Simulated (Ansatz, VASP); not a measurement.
**One calculation of ZnS, two programs**

```
Zn S
1.0
     0.00000    2.74900    2.74900
     2.74900    0.00000    2.74900
     2.74900    2.74900    0.00000
Zn S
1 1
Direct
  0.00000 0.00000 0.00000
  0.75000 0.75000 0.75000
```

Change from the starting cell: volume scaled by 1.05.

Alike in both runs: task single point; functional PBE; k mesh 8 × 8 × 8; occupations fermi-dirac, width 0.01 eV; no spin polarisation.

|  | VASP | Ansatz |
| --- | --- | --- |
| version | VASP 6.6.1 | Ansatz 0.2.0 |
| potentials or method | VASP PAW PBE potentials, release 64 (Zn, S), cutoff 520 eV | all-electron LAPW, scalar-relativistic |

```tsv
	VASP	Ansatz	Ansatz less VASP
gap on the k mesh at the Fermi level (eV)	1.89	1.89	0.000
pressure (GPa)	-1.8	-1.9	-0.11
```

Ansatz ran all-electron here, so the differences hold the error of VASP's frozen core and of both bases.
